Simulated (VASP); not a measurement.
# KI (Fm-3m) in VASP: single point with r2SCAN

Aim: the single point of KI with r2SCAN.

Program: VASP 6.6.1. These are calculated values, not measurements. Logs are shortened: lines on timing, memory, paths and dates and some standing lists are left out, and cuts for length are marked.

**The experiment to reproduce.**

A printed reference work, monograph reports, for a bulk crystal of KI: band gap 6.32 eV.

The results are compared with them further down.

**1. The cell of the first run**

The structure is cubic, space group Fm-3m (No. 225). The conventional cell has a = 7.049 Å, b = 7.049 Å, c = 7.049 Å, α = 90.00°, β = 90.00°, γ = 90.00°. Within 4.6 Å of K (site symmetry m-3m) lie 6 I at 3.52 Å. Within 4.6 Å of I (site symmetry m-3m) lie 6 K at 3.52 Å.

**2. Single point, r2SCAN**

File POSCAR:

```
KI
1.0
    0.0000000000      3.5245500000      3.5245500000
    3.5245500000      0.0000000000      3.5245500000
    3.5245500000      3.5245500000      0.0000000000
K I
1 1
Direct
    0.0000000000      0.0000000000      0.0000000000
    0.5000000000      0.5000000000      0.5000000000
```

File INCAR.step1:

```
  PREC = Accurate
  ENCUT = 520
  ISMEAR = 0
  SIGMA = 0.05
  LREAL = F
  LASPH = T
  NELM = 100
  NBANDS = 15
  GGA = PE
  ALGO = Normal
  EDIFF = 1E-4
  LWAVE = T
  LCHARG = F
```

File INCAR.step2:

```
  PREC = Accurate
  ENCUT = 520
  EDIFF = 1E-6
  ISMEAR = 0
  SIGMA = 0.05
  LREAL = F
  LASPH = T
  NELM = 100
  ALGO = Normal
  ISIF = 2
  LWAVE = F
  LCHARG = F
  METAGGA = R2SCAN
  LMIXTAU = T
  NBANDS = 15
  ISTART = 1
```

File KPOINTS:

```
Automatic mesh
0
Gamma
  6 6 6
```

Potentials or basis: VASP PAW PBE potentials, release 64 (K_sv, I).

Command:

```bash
$ cat potpaw_PBE.64/K_sv/POTCAR potpaw_PBE.64/I/POTCAR > POTCAR
$ cp INCAR.step1 INCAR
$ mpirun -np 1 vasp_std > vasp.out
$ cp INCAR.step2 INCAR
$ mpirun -np 1 vasp_std > vasp.out
```

OUTCAR:

```text
PREC = Accurate
   ENCUT = 520
   EDIFF = 1E-6
   ISMEAR = 0
   LREAL = F
   LASPH = T
   NELM = 100
   ISIF = 2
   METAGGA = R2SCAN
   ISTART = 1

 ion  position               nearest neighbor table
   1  0.000  0.000  0.000-   2 3.52   2 3.52   2 3.52   2 3.52   2 3.52   2 3.52
   2  0.500  0.500  0.500-   1 3.52   1 3.52   1 3.52   1 3.52   1 3.52   1 3.52

  LATTYP: Found a face centered cubic cell.
 ALAT       =     7.0491000000

  Lattice vectors:

 A1 = (   0.0000000000,   3.5245500000,   3.5245500000)
 A2 = (   3.5245500000,   0.0000000000,   3.5245500000)
 A3 = (   3.5245500000,   3.5245500000,   0.0000000000)

Analysis of symmetry for initial positions (statically):
=====================================================================
 Subroutine PRICEL returns:
 Original cell was already a primitive cell.

 Routine SETGRP: Setting up the symmetry group for a
 face centered cubic supercell.

 Subroutine GETGRP returns: Found 48 space group operations
[... 9 lines left out ...]

 Routine SETGRP: Setting up the symmetry group for a
 face centered cubic supercell.

 Subroutine GETGRP returns: Found 48 space group operations
[... 11 lines left out ...]
                                     Primitive cell

  volume of cell :      87.5671

  direct lattice vectors                    reciprocal lattice vectors
     0.000000000  3.524550000  3.524550000    -0.141862082  0.141862082  0.141862082
     3.524550000  0.000000000  3.524550000     0.141862082 -0.141862082  0.141862082
     3.524550000  3.524550000  0.000000000     0.141862082  0.141862082 -0.141862082

  length of vectors
     4.984466411  4.984466411  4.984466411     0.245712333  0.245712333  0.245712333

  position of ions in fractional coordinates (direct lattice)
     0.000000000  0.000000000  0.000000000
     0.500000000  0.500000000  0.500000000

  ion indices of the primitive-cell ions
   primitive index   ion index
                 1           1
                 2           2

----------------------------------------------------------------------------------------

 KPOINTS: Automatic mesh

Automatic generation of k-mesh.
 Grid dimensions read from file:
 generate k-points for:    6    6    6

 Generating k-lattice:

  Cartesian coordinates                     Fractional coordinates (reciprocal lattice)
    -0.023643680  0.023643680  0.023643680     0.166666667  0.000000000  0.000000000
     0.023643680 -0.023643680  0.023643680     0.000000000  0.166666667  0.000000000
     0.023643680  0.023643680 -0.023643680     0.000000000  0.000000000  0.166666667

  Length of vectors
     0.040952056  0.040952056  0.040952056

  Shift w.r.t. Gamma in fractional coordinates (k-lattice)
     0.000000000  0.000000000  0.000000000

 Subroutine IBZKPT returns following result:
 ===========================================

 Found     16 irreducible k-points:

 Following reciprocal coordinates:
            Coordinates               Weight
  0.000000  0.000000  0.000000      1.000000
  0.166667  0.000000  0.000000      8.000000
  0.333333  0.000000  0.000000      8.000000
  0.500000  0.000000  0.000000      4.000000
  0.166667  0.166667  0.000000      6.000000
  0.333333  0.166667  0.000000     24.000000
[... 8 lines left out ...]
 -0.333333  0.333333  0.166667     24.000000
 -0.333333  0.500000  0.166667     12.000000
   k-points           NKPTS =     16   k-points in BZ     NKDIM =     16   number of bands    NBANDS=     15
   number of dos      NEDOS =    301   number of ions     NIONS =      2
   total plane-waves  NPLWV =  64000
   dimension x,y,z NGX =    40 NGY =   40 NGZ =   40
   dimension x,y,z NGXF=    80 NGYF=   80 NGZF=   80
   ions per type =               1   1
   NGX,Y,Z   is equivalent  to a cutoff of  13.34, 13.34, 13.34 a.u.
   NGXF,Y,Z  is equivalent  to a cutoff of  26.68, 26.68, 26.68 a.u.
 SYSTEM =  unknown system
   PREC   = accura    normal or accurate (medium, high low for compatibility)
   ISTART =      1    job   : 0-new  1-cont  2-samecut
   ICHARG =      0    charge: 1-file 2-atom 10-const
   ISPIN  =      1    spin polarized calculation?
   LNONCOLLINEAR =      F non collinear calculations
   LSORBIT =      F    spin-orbit coupling
   LASPH  =      T    aspherical Exc in radial PAW
   ENCUT  =  520.0 eV  38.22 Ry    6.18 a.u.   9.27  9.27  9.27*2*pi/ulx,y,z
   NELM   =    100;   NELMIN=  2; NELMDL=  0     # of ELM steps
   EDIFF  = 0.1E-05   stopping-criterion for ELM
   LREAL  =      F    real-space projection
   EDIFFG = 0.1E-04   stopping-criterion for IOM
   NSW    =      0    number of steps for IOM
   IBRION =     -1    ionic relax: 0-MD 1-quasi-New 2-CG
   NFREE  =      0    steps in history (QN), initial steepest desc. (CG)
   ISIF   =      2    stress and relaxation
   ISYM   =      2    0-nonsym 1-usesym 2-fastsym
   POTIM  = 0.5000    time-step for ionic-motion
   TEBEG  =    0.0;   TEEND  =   0.0 temperature during run
   PSTRESS=    0.0 pullay stress
   NELECT =      16.0000    total number of electrons
   NUPDOWN=      -1.0000    fix difference up-down
   EMIN   =  10.00;   EMAX   =-10.00  energy-range for DOS
   EFERMI =   0.00;   METHOD = LEGACY
   ISMEAR =     0;   SIGMA  =   0.05  broadening in eV -4-tet -1-fermi 0-gaus
   EFERMI_NEDOS =   21; number of points for ismear=-14 and -15
   IALGO  =     38    algorithm
   IMIX   =      4    mixing-type and parameters
     AMIX     =   0.40;   BMIX     =  1.00
     AMIX_MAG =   1.60;   BMIX_MAG =  1.00
  volume/ion in A,a.u.               =      43.78       295.47
  Fermi-wavevector in a.u.,A,eV,Ry     =   0.928969  1.755497 11.741598  0.862983
  Thomas-Fermi vector in A             =   2.055202
   LORBIT       =      0    0 simple, 1 ext, 2 COOP (PROOUT), +10 PAW based schemes
   METAGGA = R2SCAN    functional components
   LHFCALC =     F    Hartree Fock is set to
   AEXX    =    0.0000 exact exchange contribution
   IVDW    =     0    specifies the selected vdW correction
   LEPSILON=     F    determine dielectric tensor
   LRPA    =     F    only Hartree local field effects (RPA)
 non-spin polarized calculation
 Gauss-broadening in eV      SIGMA  =   0.05
  energy-cutoff  :      520.00
  volume of cell :       87.57
 maximum number of plane-waves:      2397
 NGX is ok and might be reduce to    40
   NGX = 19   NGY = 19   NGZ = 19

 number of electron      15.9999999 magnetization

 Free energy of the ion-electron system (eV)
  ---------------------------------------------------
  ext. energy  EPLUGINS =         0.00000000
  ---------------------------------------------------
  free energy    TOTEN  =       -33.98293737 eV

  energy without entropy =      -33.98293737  energy(sigma->0) =      -33.98293737

 E-fermi :  -0.4484     XC(G=0):  -7.5470

 val. band max:       -0.7186291764   @ k =   0.0000   0.0000   0.0000
 cond. band min:       3.9075620946   @ k =   0.0000   0.0000   0.0000
 fundamental gap:      4.6261912710
 Fermi energy:        -0.4483821903

 k-point     1 :       0.0000    0.0000    0.0000
  band No.  band energies     occupation
      1     -30.3652      2.00000
      2     -13.0814      2.00000
      3     -13.0814      2.00000
      4     -13.0814      2.00000
      5     -11.5423      2.00000
      6      -0.7186      2.00000
      7      -0.7186      2.00000
      8      -0.7186      2.00000
      9       3.9076      0.00000
     10       6.3264      0.00000
     11       6.3264      0.00000
     12       6.3264      0.00000
     13       7.1821      0.00000
     14       7.1821      0.00000
     15       9.5583      0.00000

 k-point     2 :       0.1667    0.0000    0.0000
  band No.  band energies     occupation
      1     -30.3647      2.00000
      2     -13.1246      2.00000
      3     -13.0819      2.00000
      4     -13.0819      2.00000
      5     -11.4637      2.00000
      6      -1.1313      2.00000
      7      -0.8101      2.00000
      8      -0.8101      2.00000
      9       4.5236      0.00000
     10       6.2251      0.00000
     11       6.6344      0.00000
     12       6.6344      0.00000
     13       7.5124      0.00000
     14       7.5125      0.00000
     15      10.5141      0.00000

 k-point     3 :       0.3333    0.0000    0.0000
  band No.  band energies     occupation
      1     -30.3637      2.00000
      2     -13.2015      2.00000
      3     -13.0828      2.00000
      4     -13.0828      2.00000
      5     -11.3139      2.00000
      6      -1.7807      2.00000
      7      -0.9803      2.00000
      8      -0.9803      2.00000
      9       5.1908      0.00000
     10       6.9237      0.00000
     11       7.3836      0.00000
     12       7.3836      0.00000
     13       8.3830      0.00000
     14       8.3830      0.00000
     15       9.8267      0.00000

 k-point     4 :       0.5000    0.0000    0.0000
  band No.  band energies     occupation
      1     -30.3632      2.00000
      2     -13.2362      2.00000
      3     -13.0833      2.00000
      4     -13.0833      2.00000
      5     -11.2415      2.00000
      6      -2.0545      2.00000
      7      -1.0599      2.00000
      8      -1.0599      2.00000
      9       5.3121      0.00000
     10       7.6378      0.00000
     11       8.0623      0.00000
     12       8.0623      0.00000
     13       8.7175      0.00000
     14       8.7175      0.00000
     15       9.5861      0.00000
[... 163 lines left out ...]
 k-point    14 :       0.5000    0.3333    0.1667
  band No.  band energies     occupation
      1     -30.3630      2.00000
      2     -13.1712      2.00000
      3     -13.1013      2.00000
      4     -13.0903      2.00000
      5     -11.3199      2.00000
      6      -1.7238      2.00000
      7      -1.2003      2.00000
      8      -1.1020      2.00000
      9       5.6400      0.00000
     10       6.2445      0.00000
     11       7.1936      0.00000
     12       8.4176      0.00000
     13       8.4778      0.00000
     14       8.8225      0.00000
     15      10.1082      0.00000

 k-point    15 :      -0.3333    0.3333    0.1667
  band No.  band energies     occupation
      1     -30.3627      2.00000
      2     -13.1702      2.00000
      3     -13.1059      2.00000
      4     -13.0961      2.00000
      5     -11.3008      2.00000
      6      -1.7016      2.00000
      7      -1.3751      2.00000
      8      -1.1709      2.00000
      9       6.0643      0.00000
     10       6.4298      0.00000
     11       7.0589      0.00000
     12       8.3131      0.00000
     13       8.7981      0.00000
     14       9.2315      0.00000
     15       9.9361      0.00000

 k-point    16 :      -0.3333    0.5000    0.1667
  band No.  band energies     occupation
      1     -30.3625      2.00000
      2     -13.1260      2.00000
      3     -13.1201      2.00000
      4     -13.1066      2.00000
      5     -11.3369      2.00000
      6      -1.6171      2.00000
      7      -1.2976      2.00000
      8      -1.2678      2.00000
      9       5.4110      0.00000
     10       6.4307      0.00000
     11       7.2569      0.00000
     12       8.4123      0.00000
     13       8.6094      0.00000
     14       9.6786      0.00000
     15      10.1413      0.00000

------------------------ aborting loop because EDIFF is reached ----------------------------------------

  FORCE on cell =-STRESS in cart. coord.  units (eV):
  Direction    XX          YY          ZZ          XY          YZ          ZX
  --------------------------------------------------------------------------------------
  -------------------------------------------------------------------------------------
  Total        0.1304401      0.1304401      0.1304401      0.0000000     -0.0000000      0.0000000
  in kB        2.3866066      2.3866066      2.3866066      0.0000000     -0.0000000      0.0000000
  external PRESSURE =       2.3866066 kB  Pullay stress =       0.0000000 kB

 VOLUME and BASIS-vectors are now :
 -----------------------------------------------------------------------------
  energy-cutoff  :      520.00
  volume of cell :       87.57
      direct lattice vectors                 reciprocal lattice vectors
     0.000000000  3.524550000  3.524550000    -0.141862082  0.141862082  0.141862082
     3.524550000  0.000000000  3.524550000     0.141862082 -0.141862082  0.141862082
     3.524550000  3.524550000  0.000000000     0.141862082  0.141862082 -0.141862082

 POSITION                                       TOTAL-FORCE (eV/Angst)
 -----------------------------------------------------------------------------------
      0.00000      0.00000      0.00000        -0.000000     -0.000000     -0.000000
      3.52455      3.52455      3.52455         0.000000      0.000000      0.000000
 -----------------------------------------------------------------------------------
    total drift:                                0.000000     -0.000000     -0.000000

  FREE ENERGIE OF THE ION-ELECTRON SYSTEM (eV)
  ---------------------------------------------------
  free  energy   TOTEN  =       -33.9829373726 eV

  energy  without entropy=      -33.9829373726  energy(sigma->0) =      -33.98293737
```

Wall time 63 s (1 thread of Intel Xeon Platinum 8488C (Sapphire Rapids), shared host); peak memory 0.25 GiB.

Results:

```
Free energy            : -33.9829 eV
Pressure               : 0.2 GPa
Band gap on the k mesh : 4.63 eV, direct
```

Levels at points of the mesh, in eV from the valence-band top:
```
           k point  band 4  band 5  band 6  band 7  band 8  band 9  band 10  band 11  band 12  band 13
(0.00, 0.00, 0.00)  -12.36  -10.82    0.00    0.00    0.00    4.63     7.04     7.04     7.04     7.90
(0.50, 0.00, 0.00)  -12.36  -10.52   -1.34   -0.34   -0.34    6.03     8.36     8.78     8.78     9.44
(0.50, 0.50, 0.00)  -12.38  -10.67   -1.03   -0.38   -0.38    5.36     6.51     8.84     9.49     9.57
```

Caveat: the PAW data sets were made with another functional, which shifts forces and pressure a little; spin-orbit coupling is left out, which moves the levels of the heavy elements.

**3. Comparison with measurements**

Step 2. A measured gap of KI is 6.32 eV (a printed reference work, monograph); the calculated 4.63 eV misses it by -1.69 eV. Spin-orbit coupling on I is left out. The value is that of r2SCAN, without temperature or zero-point motion.
